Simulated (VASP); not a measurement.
## ZrS2: single point with PBEsol

ZrS2, a slab with vacuum:

```
Zr S
1.0
     3.62783    0.00000    0.00000
     0.00000    5.88570    0.00000
     0.00000    0.00000   26.51991
Zr S
4 8
Direct
  0.50000 0.98140 0.29541
  0.00000 0.96877 0.40871
  0.50000 0.97346 0.52592
  0.00000 0.02107 0.64235
  0.00000 0.72513 0.31567
  0.50000 0.23231 0.36346
  0.50000 0.71745 0.43912
  0.00000 0.22585 0.47809
  0.00000 0.73480 0.56101
  0.50000 0.25701 0.59044
  0.50000 0.80853 0.68553
  0.00000 0.35421 0.69430
```

The cell isn't the ideal one: (1 0 0) slab, atoms relaxed.

```json
{
 "Program": "VASP 6.6.1",
 "Task": "single point",
 "Functional": "PBEsol",
 "Potentials or basis": "VASP PAW PBE potentials, release 64 (Zr_sv, S)",
 "Cutoff": "520 eV",
 "k mesh": "7 × 5 × 1",
 "Occupations": "gaussian, width 0.05 eV",
 "Spin": "no spin polarisation"
}
```

* Largest force: 0.028 eV/Å
* Band gap on the k mesh: none (metal or under the smearing width)

Forces on the atoms (eV/Å):
```
Zr   0.000  0.002 -0.028
Zr   0.000 -0.003 -0.004
Zr   0.000  0.003 -0.024
Zr   0.000  0.000 -0.003
S    0.000 -0.018  0.003
S    0.000  0.020  0.004
S    0.000 -0.019  0.010
S    0.000  0.017  0.012
S    0.000 -0.013  0.008
S    0.000  0.012  0.006
S    0.000 -0.009  0.007
S    0.000  0.007  0.010
```

Levels at points of the mesh, in eV from the Fermi level:
```
           k point  band 46  band 47  band 48  band 49  band 50  band 51
(0.00, 0.00, 0.00)    -0.49    -0.17     0.07     0.17     0.48     0.61
```

Run time: 39 min on 1 thread of Intel(R) Xeon(R) Platinum 8488C (Sapphire Rapids), with other jobs on the host, peak memory 0.73 GiB.

Caveat: the PAW data sets were made with another functional, which shifts forces and pressure a little.
